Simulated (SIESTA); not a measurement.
**MnO under changes of volume**

One of the cells (10.953 Å³/atom); the others are scaled copies at fixed shape and fractional positions:

```
CELL_PARAMETERS angstrom
3.17550 0.00000 0.00000
0.00000 4.42618 0.00000
0.00000 0.00000 3.11710
ATOMIC_POSITIONS crystal
Mn 0.50000 0.00000 0.72828
Mn 0.00000 0.50000 0.27172
O 0.00000 0.00000 0.23622
O 0.50000 0.50000 0.76378
```

The cell is a database's computed one.

```yaml
Program: SIESTA 5.4.2
Functional: PBEsol
Potentials_or_basis: PseudoDojo 0.4 standard (PBEsol files)
Basis: DZP (energy shift 0.003 Ry; two zetas on semicore shells)
Grid_cutoff: 800 Ry
Energy_shift: 0.003 Ry
k_mesh: 8 × 6 × 9
Occupations: fermi-dirac, width 0.05 eV
Spin: collinear spin, ferromagnetic start
Starting_moments: "[4.0, 4.0, 0.0, 0.0] μB"
```

```csv
volume (Å³/atom),energy over the lowest point (meV/atom),pressure (GPa),moment (μB per cell),largest force (eV/Å)
10.094,4.72,4.4,9.14,0.382
10.309,0.56,1.5,9.26,0.375
10.523,0.00,-1.1,9.37,0.364
10.953,9.59,-6.0,9.54,0.340
11.168,?,?,?,?
11.382,30.55,-9.6,9.72,0.318
```

Q: What does the run at 11.168 Å³/atom give?

A: Energy over the lowest point 18.95 meV/atom; pressure -7.8 GPa; moment 9.63 μB per cell; largest force 0.335 eV/Å.

Worked out: A Birch-Murnaghan fit of order 3 (a polynomial in V^(-2/3)) to the other rows has its minimum at 10.44 Å³/atom with B0 = V·E''(V) = 133 GPa and B' = 3.9 at fixed shape and positions, which overstates the stiffness. It gives 18.78 meV/atom at 11.168 Å³/atom, against the run's 18.95, and -dE/dV = -7.9 GPa, against -7.8. A parabola through the other rows of the moment, of slope 0.384 μB per Å³/atom there, gives 9.64 μB, against the run's 9.63.

Energies are extrapolated to zero smearing.

Caveats: short orbitals over semicore shells can move pressures by several GPa; the basis of atomic orbitals isn't converged, which shifts pressures, moduli and gaps; only a ferromagnetic start was run, and an antiferromagnetic order may lie lower in energy.
